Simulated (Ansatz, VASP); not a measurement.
MgS in VASP and in Ansatz

INCAR

```
  PREC = Accurate
  ENCUT = 520
  EDIFF = 1E-6
  ISMEAR = 0
  SIGMA = 0.05
  LREAL = F
  LASPH = T
  NELM = 80
  ALGO = Normal
  ISIF = 2
  LWAVE = F
  LCHARG = F
  GGA = PS
  NBANDS = 11
```

The input KPOINTS:

```
regular mesh
0
Gamma
  8 8 8
```

The input POSCAR:

```
MgS
1.0
    0.0000000000      2.6016500000      2.6016500000
    2.6016500000      0.0000000000      2.6016500000
    2.6016500000      2.6016500000      0.0000000000
Mg S
1 1
Direct
    0.0679479159      0.0000000000      0.0000000000
    0.5000000000      0.5000000000      0.5000000000
```

Input for Ansatz:

```yaml
crystal:
  lattice:
    - [0.0, 2.60165, 2.60165]
    - [2.60165, 0.0, 2.60165]
    - [2.60165, 2.60165, 0.0]
  atoms:
    - { symbol: Mg, position: [0.0679479159, 0.0, 0.0] }
    - { symbol: S, position: [0.5, 0.5, 0.5] }
basis:
  ecutwfc: 420
kpoints:
  mp_grid: { grid: [8, 8, 8] }
hamiltonian:
  xc: pbesol
scf:
  occupations: { method: gaussian, width: 0.05 }
output:
  forces: true
  stress: true
  eigenvalues: true
```

Change from the starting cell: all Mg atoms moved -0.250 Å, as atom 1 towards its neighbour atom 1 (Mg) at 3.679 Å.

Alike in both runs: task single point; functional PBEsol; k mesh 8 × 8 × 8; occupations gaussian, width 0.05 eV; no spin polarisation.

|  | VASP | Ansatz |
| --- | --- | --- |
| version | VASP 6.6.1 | Ansatz 0.2.0 |
| potentials or method | VASP PAW PBE potentials, release 64 (Mg, S) | scalar-relativistic, plane waves, PAW |
| plane-wave cutoff (eV) | 520 | 420 |
| valence electrons in the cell | 8 | 16 |

Ansatz gave:

| Item | Value |
| --- | --- |
| gap on the k mesh at the Fermi level (eV) | 2.72 |
| least direct gap on the mesh (eV) | 3.58 |
| pressure (GPa) | 1.1 |
| largest component of the traceless stress (GPa) | 2.52 |
| rms of the force components (eV/Å) | 0.441 |

Question: Estimate VASP's values.

Answer: gap on the k mesh at the Fermi level (eV): 2.72; least direct gap on the mesh (eV): 3.58; pressure (GPa): 0.9; largest component of the traceless stress (GPa): 2.53; rms of the force components (eV/Å): 0.442.

Atom by atom the forces differ by 0.001 eV/Å (rms over components). The functional is the same, so the differences come from potentials, cutoffs and numerics. The two sets of potentials don't hold the same shells in valence.

Caveats: the PAW data sets were made with another functional, which shifts forces and pressure a little (VASP). A k mesh can miss the band edges.
